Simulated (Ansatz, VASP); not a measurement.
## K: VASP beside Ansatz

Contents of INCAR:

```
PREC = Accurate
ENCUT = 520
EDIFF = 1E-6
ISMEAR = 0
SIGMA = 0.15
LREAL = False
LASPH = True
NELM = 100
ALGO = Fast
ISIF = 2
LWAVE = False
LCHARG = True
GGA = PS
LELF = True
LVHAR = True
NBANDS = 10
```

Contents of KPOINTS:

```
regular mesh
0
Gamma
  12 12 12
```

Contents of POSCAR:

```
K
1.0
    3.9871565282      0.0000000000      0.0000000000
    0.0000000000      4.3104394900      0.0000000000
    0.0000000000      0.0000000000      4.3104394900
K
1
Direct
    0.0000000000      0.0000000000      0.0000000000
```

Input for Ansatz:

```yaml
crystal:
  lattice:
    - [3.9871565282, 0.0, 0.0]
    - [0.0, 4.31043949, 0.0]
    - [0.0, 0.0, 4.31043949]
  atoms:
    - { symbol: K, position: [0.0, 0.0, 0.0] }
basis:
  ecutwfc: 420
kpoints:
  mp_grid: { grid: [12, 12, 12] }
hamiltonian:
  xc: pbesol
scf:
  occupations: { method: gaussian, width: 0.15 }
output:
  forces: true
  stress: true
  eigenvalues: true
```

Change from the starting cell: strain -0.0750 x Voigt [1, 0, 0, 0, 0, 0], atoms carried along.

Alike in both runs: task single point; functional PBEsol; k mesh 12 × 12 × 12; occupations gaussian, width 0.15 eV; no spin polarisation.

```csv
,VASP,Ansatz
version,VASP 6.6.1,Ansatz 0.2.0
potentials or method,"VASP PAW PBE potentials, release 64 (K_sv)","scalar-relativistic, plane waves, PAW"
plane-wave cutoff (eV),520,420
valence electrons in the cell,9,9
```

```csv
,VASP,Ansatz,Ansatz less VASP
gap on the k mesh at the Fermi level (eV),none,none,-
pressure (GPa),0.1,0.1,+0.01
largest component of the traceless stress (GPa),0.58,0.58,0.000
```

A gap of «none» marks a metal or a gap that the smearing closes.

Caveats: the PAW data sets were made with another functional, which shifts forces and pressure a little (VASP).
